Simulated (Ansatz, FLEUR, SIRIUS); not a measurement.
**Programs and potentials compared: the equilibrium volume of 10 crystals**

The same calculation (PBE, Γ-centred k mesh with a spacing near 0.25 Å⁻¹, Fermi-Dirac smearing of 0.05 eV, no spin-orbit coupling) was run on each cell with:

- A: FLEUR, all-electron
- B: SIRIUS, PseudoDojo 0.4.1 PBE standard (scalar relativistic), cutoffs 557 to 1152 eV
- C: Ansatz LAPW, all-electron LAPW, scalar-relativistic

Volumes are energy minima over scaled cells at fixed shape and fractions. Among the elements in a form other than the usual one at room conditions: C. Spin polarisation and spin-orbit coupling are off unless named.

```tsv
crystal	A (Å³/atom)	B (Å³/atom)	C (Å³/atom)
C (P6_3/mmc, 4 atoms)	5.714	5.717	5.713
Sr (Fm-3m)	54.694	54.694	54.693
MgB2 (P6/mmm, 3 atoms)	9.621	9.621	9.618
Pd (Fm-3m)	15.298	?	15.303
Al (Fm-3m)	16.514	?	16.511
GaAs (F-43m)	23.702	23.740	23.705
KI (Fm-3m)	46.319	46.304	46.313
Mg (P6_3/mmc, 2 atoms)	22.984	23.027	22.979
HfC (Fm-3m)	12.585	?	12.583
Ca (Fm-3m)	42.164	42.152	42.165
```

Task: Estimate what B gave in the places left open.

Result: In the rows shown B lies +0.02 % from the mean of the all-electron results in the median. The runs gave Pd 15.303 Å³/atom (+0.02 %); Al 16.464 Å³/atom (-0.29 %); HfC 12.592 Å³/atom (+0.06 %). The figures use the values as printed, and the reference carries errors of its own.
